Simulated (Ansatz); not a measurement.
# LiF (Fm-3m): G0W0 and the starting functional

```xyz
2
Lattice="0.0000 2.0130 2.0130 2.0130 0.0000 2.0130 2.0130 2.0130 0.0000" Properties=species:S:1:pos:R:3 pbc="T T T"
Li    0.0000    0.0000    0.0000
F     2.0130    2.0130    2.0130
```

Held fixed (Ansatz):

| Quantity | Value |
| --- | --- |
| datasets | soft PAW set, first generation |
| k mesh | 4×4×4 |
| empty bands | 105 |
| response cutoff | 200 eV |
| frequencies | contour deformation |
| q → 0 term | analytic weight of Carrier, Rohra and Görling |
| band sums | cut at the band count |

The gap is read direct at Γ, linearised, between the Kohn-Sham band edges among the points solved. ε∞ is the electronic dielectric constant on this mesh. Wave cutoffs: 420, 500 eV in the order of the table.

**Question.** The orbitals come from PBE, r²SCAN in turn. Does G0W0 narrow the spread of the gaps between these starts?

**Answer.** The Kohn-Sham gaps spread over 0.97 eV and the G0W0 gaps over 0.48 eV, so the dependence on the start shrinks but stays.

| orbitals | KS gap (eV) | G0W0 gap (eV) | ε∞ |
| --- | --- | --- | --- |
| PBE | 9.11 | 13.45 | 2.0 |
| r²SCAN | 10.08 | 13.93 | 1.9 |

Soft PAW datasets can miss an all-electron G0W0 gap by more than 5 %. The cell is a model at fixed atoms and needn't be the relaxed known crystal. The PAW or pseudopotential files were made with PBE. The mesh is coarse, so these are values at the stated settings, not converged ones. Band sums or response are cut, so the gap isn't at its basis limit. With r²SCAN or HSE06 the Kohn-Sham levels are generalised ones.
